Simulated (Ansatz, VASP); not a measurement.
# Nb: VASP beside Ansatz

```
Nb
1.0
    -1.65882    1.65882    1.65882
     1.65882   -1.65882    1.65882
     1.65882    1.65882   -1.65882
Nb
1
Direct
  0.00000 0.00000 0.00000
```

Alike in both runs: task relaxation of cell and atoms; functional PBE; dispersion D3(BJ); k mesh 18 × 18 × 18; occupations gaussian, width 0.1 eV; no spin polarisation.

```csv
,VASP,Ansatz
version,VASP 6.6.1,Ansatz 0.2.0
potentials or method,"VASP PAW PBE potentials, release 64 (Nb_sv)","scalar-relativistic, plane waves, PAW"
plane-wave cutoff (eV),600,420
valence electrons in the cell,13,13
```

VASP gave:

| Item | Value |
| --- | --- |
| gap on the k mesh at the Fermi level, each at its own relaxed structure (eV) | none |
| relaxed volume (Å³/atom) | 17.40 |
| relaxed cell length with the largest relative difference (Å) | 2.828 |
| energy change over the relaxation (meV/atom) | -22 |

Task: Estimate Ansatz's values.

Result: gap on the k mesh at the Fermi level, each at its own relaxed structure (eV): none; relaxed volume (Å³/atom): 17.43; relaxed cell length with the largest relative difference (Å): 2.829; energy change over the relaxation (meV/atom): -20.

A gap of «none» marks a metal or a gap that the smearing closes.

Caveats: pairwise dispersion overbinds metals, which lowers pressure and volume.
